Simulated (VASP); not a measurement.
# Converging a slab model of the (2 1 1) face of Li (space group 229), part 5 of 5

Aim: find which settings matter for a slab model of the (2 1 1) face of Li (space group 229), and what they cost.

VASP 6.6.1, plane waves and PAW; the level of theory is named at each step.

So far, highest filled level below the vacuum (eV): step 2 (the base run, PBE) 2.95; step 12 (a lower cutoff, ENCUT 280, PBE) 2.95; step 13 (another smearing width, SIGMA 0.02, PBE) 2.96; step 14 (another smearing width, SIGMA 0.4, PBE) 3.03; step 16 (another level, functional LDA, disp none) 3.04.

### Step 18. Another level, functional RPBE, disp none

This step: RPBE; plane waves and PAW (Li) (VASP 6.6.1).

Input file INCAR:

```
SYSTEM = Li
PREC = Normal
ENCUT = 350
EDIFF = 1E-06
NELM = 120
ISMEAR = 0
SIGMA = 0.05
LREAL = .FALSE.
ALGO = Normal
GGA = RP
NBANDS = 12
LORBIT = 11
LWAVE = .FALSE.
LCHARG = .FALSE.
KPAR = 4
LASPH = .TRUE.
IDIPOL = 3
LDIPOL = .TRUE.
DIPOL = 0.5 0.5 0.5
LVHAR = .TRUE.
LVACPOTAV = .TRUE.
```

Input file POSCAR:

```
Li
1.0
    5.8195156884      0.0000000000      0.0000000000
   -7.4066563307      2.5917898158      0.0000000000
    0.0000000000      0.0000000000     26.0286600801
Li
8
Direct
    0.7500000000      0.7500000000      0.6926464910
    0.4166666670      0.9166666670      0.6376046370
    0.0833333330      0.0833333330      0.5825627820
    0.7500000000      0.2500000000      0.5275209270
    0.4166666670      0.4166666670      0.4724790730
    0.0833333330      0.5833333330      0.4174372180
    0.7500000000      0.7500000000      0.3623953630
    0.4166666670      0.9166666670      0.3073535090
```

Input file KPOINTS:

```
Automatic mesh
0
Gamma
13 13 1
0 0 0
```

Potentials, in the order of the species: Li (PBE family, release 64).

The run is started by

```bash
mpirun -np 4 vasp_std
```

What it wrote:

```text
[... set-up lines as in an earlier step ...]
 entering main loop
       N       E                     dE             d eps       ncg     rms          rms(c)
DAV:   1    -0.358450931216E+01   -0.35845E+01   -0.16518E+03  1176   0.293E+02
DAV:   2    -0.142933656838E+02   -0.10709E+02   -0.10257E+02  1780   0.397E+01
DAV:   3    -0.149047342952E+02   -0.61137E+00   -0.59560E+00  1540   0.922E+00
DAV:   4    -0.149288225253E+02   -0.24088E-01   -0.24060E-01  1644   0.224E+00
[...]
DAV:  18    -0.134603006182E+02   -0.24382E-05   -0.10216E-06  1436   0.314E-03    0.117E-03
DAV:  19    -0.134603354241E+02   -0.34806E-04   -0.82713E-06  1272   0.526E-03    0.545E-04
DAV:  20    -0.134603361421E+02   -0.71797E-06   -0.27600E-07  1264   0.182E-03
 [... a notice as in an earlier step ...]

   1 F= -.13460336E+02 E0= -.13458038E+02  d E =-.459620E-02
```

Elapsed: 34 s, on 4 MPI ranks of Intel Xeon 6975P-C (Granite Rapids), shared host; peak memory 1.5 GiB; 1.8 min of CPU time.

From OUTCAR (step 18):

```text
  Total       -0.7249039     -0.3756409     -0.5963856     -0.3422065      0.1041224     -0.0637617
  in kB       -2.9583708     -1.5330101     -2.4338808     -1.3965626      0.4249291     -0.2602149
  external PRESSURE =      -2.3084206 kB  Pullay stress =       0.0000000 kB

 POSITION                                       TOTAL-FORCE (eV/Angst)
 -----------------------------------------------------------------------------------
     -1.19036      1.94384     18.02866        -0.025942      0.042364     -0.092644
     -4.36464      2.37581     16.59599         0.028050     -0.045806     -0.005238
     -0.13226      0.21598     15.16333        -0.000833      0.001361      0.093056
      2.51297      0.64795     13.73066        -0.000563      0.000919     -0.016575
     -0.66131      1.07991     12.29800         0.000563     -0.000919      0.016575
     -3.83559      1.51188     10.86533         0.000833     -0.001361     -0.093056
     -1.19036      1.94384      9.43267        -0.028050      0.045806      0.005238
     -4.36464      2.37581      8.00000         0.025942     -0.042364      0.092644
 -----------------------------------------------------------------------------------
    total drift:                                0.000034      0.000000      0.000001

  FREE ENERGIE OF THE ION-ELECTRON SYSTEM (eV)
  ---------------------------------------------------
  free  energy   TOTEN  =       -13.4603361421 eV

  energy  without entropy=      -13.4557399448  energy(sigma->0) =      -13.45803804

[... 2 parts as in an earlier step ...]

[... 1 further part left out ...]
[key lines of the parts left out:]
E-fermi :  -1.3783
```

Against the base run its depth below the vacuum changes by -0.04 eV.

### Step 19. Another level, functional optB88-vdW, disp nonlocal

This step: optB88-vdW; plane waves and PAW (Li) (VASP 6.6.1).

INCAR, as its differences from that of step 18:

```diff
@@ -9,3 +9,8 @@
 ALGO = Normal
-GGA = RP
+GGA = BO
+AGGAC = 0
+LUSE_VDW = .TRUE.
+PARAM1 = 0.1833333333
+PARAM2 = 0.22
+LASPH = .TRUE.
 NBANDS = 12
@@ -15,3 +20,2 @@
 KPAR = 4
-LASPH = .TRUE.
 IDIPOL = 3
```

POSCAR is that of step 18.

KPOINTS is that of step 18.

The run is started by

```bash
mpirun -np 4 vasp_std
```

What it wrote:

```text
[banner, memory and clock lines left out]
running    4 mpi-ranks, on    1 nodes
[...]
|                                                                             |
|               ----> ADVICE to this user running VASP <----                  |
|                                                                             |
|     You have switched on vdW-DFT.                                           |
|     This routine was written and supplied by Jiri Klimes. We recommend      |
|     that you carefully read and cite the following publications:            |
|       J. Klimes, D.R. Bowler, A. Michelides                                 |
|          J. Phys.: Cond Matt. 22 022201 (2010)                              |
|       J. Klimes, D.R. Bowler, A. Michelides                                 |
|          Phys. Rev. B. 83, 195131 (2011)                                    |
|     and references therein.                                                 |
|                                                                             |

 [... a notice as in an earlier step ...]

 LDA part: xc-table for (Slater+PW92), standard interpolation
 POSCAR, INCAR and KPOINTS ok, starting setup
[...]
entering main loop
       N       E                     dE             d eps       ncg     rms          rms(c)
DAV:   1    -0.109586226543E+01   -0.10959E+01   -0.16340E+03  1176   0.292E+02
DAV:   2    -0.118008096883E+02   -0.10705E+02   -0.10280E+02  1796   0.391E+01
DAV:   3    -0.124128414226E+02   -0.61203E+00   -0.59414E+00  1540   0.905E+00
DAV:   4    -0.124371810675E+02   -0.24340E-01   -0.24324E-01  1652   0.225E+00
[...]
DAV:  20    -0.109919629413E+02   -0.65627E-05   -0.20465E-05  1176   0.120E-02    0.258E-04
DAV:  21    -0.109919667984E+02   -0.38571E-05   -0.85131E-06  1208   0.628E-03    0.210E-04
DAV:  22    -0.109919673091E+02   -0.51076E-06   -0.11308E-06  1264   0.199E-03
 [... a notice as in an earlier step ...]

   1 F= -.10991967E+02 E0= -.10989689E+02  d E =-.455658E-02
```

Elapsed: 4.5 min, on 4 MPI ranks; peak memory 3.8 GiB; 15 min of CPU time.

OUTCAR, selected parts (step 19):

```text
  Total       -1.2539874     -0.9389678     -1.0031844     -0.3086549      0.1054613     -0.0645816
  in kB       -5.1175880     -3.8319764     -4.0940478     -1.2596369      0.4303930     -0.2635608
  external PRESSURE =      -4.3478707 kB  Pullay stress =       0.0000000 kB

 POSITION                                       TOTAL-FORCE (eV/Angst)
 -----------------------------------------------------------------------------------
     -1.19036      1.94384     18.02866        -0.026196      0.042779     -0.116527
     -4.36464      2.37581     16.59599         0.028356     -0.046305     -0.027962
     -0.13226      0.21598     15.16333        -0.000890      0.001453      0.092777
      2.51297      0.64795     13.73066        -0.000748      0.001222     -0.018728
     -0.66131      1.07991     12.29800         0.000748     -0.001222      0.018728
     -3.83559      1.51188     10.86533         0.000890     -0.001453     -0.092777
     -1.19036      1.94384      9.43267        -0.028356      0.046305      0.027962
     -4.36464      2.37581      8.00000         0.026196     -0.042779      0.116527
 -----------------------------------------------------------------------------------
    total drift:                               -0.000002     -0.000001      0.000001

  FREE ENERGIE OF THE ION-ELECTRON SYSTEM (eV)
  ---------------------------------------------------
  free  energy   TOTEN  =       -10.9919673091 eV

  energy  without entropy=      -10.9874107292  energy(sigma->0) =      -10.98968902

[... 2 parts as in an earlier step ...]

[... 1 further part left out ...]
[key lines of the parts left out:]
E-fermi :  -1.4772
```

Against the base run its depth below the vacuum changes by +0.11 eV.

### Step 20. Another level, functional r2SCAN, disp none

This step: r2SCAN; plane waves and PAW (Li) (VASP 6.6.1).

INCAR, as its differences from that of step 19:

```diff
@@ -9,7 +9,3 @@
 ALGO = Normal
-GGA = BO
-AGGAC = 0
-LUSE_VDW = .TRUE.
-PARAM1 = 0.1833333333
-PARAM2 = 0.22
+METAGGA = R2SCAN
 LASPH = .TRUE.
```

POSCAR is that of step 19.

KPOINTS is that of step 19.

The run is started by

```bash
mpirun -np 4 vasp_std
```

What it wrote:

```text
[banner, memory and clock lines left out]
running    4 mpi-ranks, on    1 nodes
[...]
[... a notice as in an earlier step ...]

 LDA part: xc-table for (None), standard interpolation
 POSCAR, INCAR and KPOINTS ok, starting setup
[...]
entering main loop
       N       E                     dE             d eps       ncg     rms          rms(c)
DAV:   1    -0.781494352752E+01   -0.78149E+01   -0.16829E+03  1176   0.298E+02
DAV:   2    -0.185837338468E+02   -0.10769E+02   -0.10323E+02  1800   0.395E+01
DAV:   3    -0.191665609212E+02   -0.58283E+00   -0.56778E+00  1508   0.912E+00
DAV:   4    -0.191895202480E+02   -0.22959E-01   -0.22945E-01  1664   0.227E+00
[...]
DAV:  19    -0.176866809012E+02   -0.32358E-04   -0.90193E-06  1252   0.116E-02    0.451E-04
DAV:  20    -0.176866848015E+02   -0.39003E-05   -0.66596E-07  1360   0.393E-03    0.323E-04
DAV:  21    -0.176866856854E+02   -0.88397E-06   -0.27341E-07  1172   0.242E-03
 [... a notice as in an earlier step ...]

   1 F= -.17686686E+02 E0= -.17684587E+02  d E =-.419808E-02
```

Wall time 2.1 min (4 MPI ranks); peak memory 1.6 GiB; 6.6 min of CPU time.

Parts of OUTCAR (step 20):

```text
  Total       -0.8143881     -0.4073995     -0.5813988     -0.3987657      0.1028268     -0.0629683
  in kB       -3.3235602     -1.6626186     -2.3727189     -1.6273838      0.4196414     -0.2569770
  external PRESSURE =      -2.4529659 kB  Pullay stress =       0.0000000 kB

 POSITION                                       TOTAL-FORCE (eV/Angst)
 -----------------------------------------------------------------------------------
     -1.19036      1.94384     18.02866        -0.026190      0.042768     -0.083796
     -4.36464      2.37581     16.59599         0.028581     -0.046673     -0.016601
     -0.13226      0.21598     15.16333        -0.000920      0.001503      0.094359
      2.51297      0.64795     13.73066        -0.000669      0.001093     -0.017826
     -0.66131      1.07991     12.29800         0.000669     -0.001093      0.017826
     -3.83559      1.51188     10.86533         0.000920     -0.001503     -0.094359
     -1.19036      1.94384      9.43267        -0.028581      0.046673      0.016601
     -4.36464      2.37581      8.00000         0.026190     -0.042768      0.083796
 -----------------------------------------------------------------------------------
    total drift:                                0.001082     -0.000067     -0.000717

  FREE ENERGIE OF THE ION-ELECTRON SYSTEM (eV)
  ---------------------------------------------------
  free  energy   TOTEN  =       -17.6866856854 eV

  energy  without entropy=      -17.6824876032  energy(sigma->0) =      -17.68458664

[... 2 parts as in an earlier step ...]

[... 1 further part left out ...]
[key lines of the parts left out:]
E-fermi :  -1.3950
```

Against the base run its depth below the vacuum changes by -0.01 eV.

### Step 21. Comparing the runs

Times are for 4 MPI ranks of Intel Xeon 6975P-C (Granite Rapids), shared host. The runs compared:

| no. | functional | highest filled level below the vacuum (eV) | time | memory (GiB) |
| --- | --- | --- | --- | --- |
| 1 | LDA | 3.036 | 30 s | 1.2 |
| 2 | PBEsol | 2.974 | 36 s | 1.5 |
| 3 | RPBE | 2.904 | 34 s | 1.5 |
| 4 | optB88-vdW | 3.057 | 4.5 min | 3.8 |
| 5 | r2SCAN | 2.937 | 2.1 min | 1.6 |

### Step 22. All runs together

This step: slab, study of settings, base PBE; plane waves and PAW (VASP 6.6.1).

No new run; the numbers come from the runs before.

This step gave:

| Property | Result |
| --- | --- |
| highest filled level below the vacuum | 2.949 eV |

Energies of other functionals are not comparable and are left out. All runs:

| change from the base run | level below the vacuum (eV) | shift (eV) | energy change (meV/atom) | core seconds |
| --- | --- | --- | --- | --- |
| base | 2.949 | 0 | 0 | 132 |
| mesh 4 x 4 | 3.061 | 0.112 | 29.6 | 43.2 |
| mesh 8 x 8 | 2.959 | 0.01 | 5 | 92 |
| mesh 20 x 20 | 2.947 | -0.002 | 0.5 | 288 |
| vacuum 5 A | - | - | -3 | 62.4 |
| vacuum 8 A | - | - | 0.1 | 84 |
| vacuum 24 A | 2.95 | 0 | 0 | 208 |
| cutoff 210 eV | 2.95 | 0 | 0.6 | 59.2 |
| cutoff 280 eV | 2.949 | 0 | 0 | 88 |
| smearing 0.02 eV | 2.962 | 0.013 | 0 | 144 |
| smearing 0.4 eV | 3.029 | 0.08 | 0.1 | 144 |
| LDA | 3.036 | 0.087 | - | 120 |
| PBEsol | 2.974 | 0.024 | - | 144 |
| RPBE | 2.904 | -0.045 | - | 136 |
| optB88-vdW | 3.057 | 0.108 | - | 1092 |
| r2SCAN | 2.937 | -0.012 | - | 500 |

### Step 23. What came out

```
highest filled level below the vacuum : 2.95 eV
```

What this shows: The base run puts the highest filled level 2.95 eV below the vacuum at the upper face. Among the meshes tried the largest shift is 0.11 eV (mesh 4 x 4, at 0.33 times the cost). The vacuum widths shift it by about 0.01 eV or less. The lower cutoffs shift it by about 0.01 eV or less. Among the smearing widths the largest shift is 0.08 eV (smearing 0.4 eV, at 1.1 times the cost). With vacuum 5 A and vacuum 8 A the program printed no vacuum level, so no level is given there, and the line on vacuum widths holds for the others alone. The functionals span 0.15 eV, from RPBE to optB88-vdW. The program warns that it found no field-free region at its default tolerance, also in runs whose level could not be checked against a flat part of the potential; that adds doubt to those levels. The thickness of the slab was not varied, and the small cell can't reconstruct. Costs come from a shared host, and the base run also writes a finer density of states, so small ratios mean little. All runs hold the atoms as cut and share one family of PAW data sets, so relaxation and each functional's own lattice are left out.

[Lines on the potential files, build, host, timing and source positions are cut from VASP's logs without a mark.]

[Logs are printed without paths, hosts, clocks, repeated set-up lines and the standing remarks that a program may print on its own settings, such as how far it seeks lower states.]

[Hosts, paths, dates, database ids (printed as entryN), source tags and the programs' standing remarks are cut or masked in the printed files.]

[In band tables of VASP the shares of atoms and orbitals are scaled to a sum of 1 inside the atoms' spheres.]

[Runs that stopped without an error message from VASP are left out.]
